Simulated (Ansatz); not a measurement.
Sb under changes of volume

One of the cells (30.206 Å³/atom); the others are scaled copies at fixed shape and fractional positions:

```
Sb
1.0
     2.15420    1.24373    3.75800
    -2.15420    1.24373    3.75800
     0.00000   -2.48746    3.75800
Sb
2
Direct
  0.76651 0.76651 0.76651
  0.23349 0.23349 0.23349
```

| Item | Value |
| --- | --- |
| Program | Ansatz 0.2.0 |
| Functional | BHLYP |
| Potentials or basis | Ansatz PAW |
| Cutoff | 420 eV (not typed: the program's choice for these potentials) |
| k mesh | 4 × 4 × 4 |
| Occupations | fermi-dirac, width 0.05 eV |
| Spin | no spin polarisation |

```tsv
volume (Å³/atom)	energy over the lowest point (meV/atom)	pressure (GPa)	gap on the mesh (eV)	largest force (eV/Å)
28.393	71.44	7.8	1.33	0.504
28.998	45.51	6.0	1.37	0.622
29.602	26.00	4.4	1.39	0.731
30.206	12.31	2.9	1.41	0.832
30.810	3.81	1.6	1.43	0.927
31.414	0.00	0.4	1.45	1.015
32.018	?	?	?	?
```

Problem. What does the run at 32.018 Å³/atom give?

Solution. Energy over the lowest point 0.40 meV/atom; pressure -0.6 GPa; gap on the mesh 1.46 eV; largest force 1.096 eV/Å.

Worked out: A Birch-Murnaghan fit of order 3 (a polynomial in V^(-2/3)) to the other rows has its minimum at 31.65 Å³/atom, just outside them, with B0 = V·E''(V) = 57 GPa and B' = 4.4 at fixed shape and positions, which overstates the stiffness. It gives 0.44 meV/atom at 32.018 Å³/atom, against the run's 0.40, and -dE/dV = -0.6 GPa, against -0.6. A parabola through the other rows of the gap, of slope 0.593 eV per unit of ln V there, extrapolates to 1.46 eV, against the run's 1.46.

Energies are extrapolated to zero smearing.

Caveats: all runs use coarse meshes; spin-orbit coupling is left out, which moves the levels of the heavy elements; the PAW data sets come from PBE, with cores solved anew for the run's functional, which leaves a small shift of forces and pressure; the thresholds are loose for stress; forces of over 1 eV/Å show positions far from the minimum, so gaps and moduli don't describe the material at rest (some runs).

A mesh can miss the band edges.
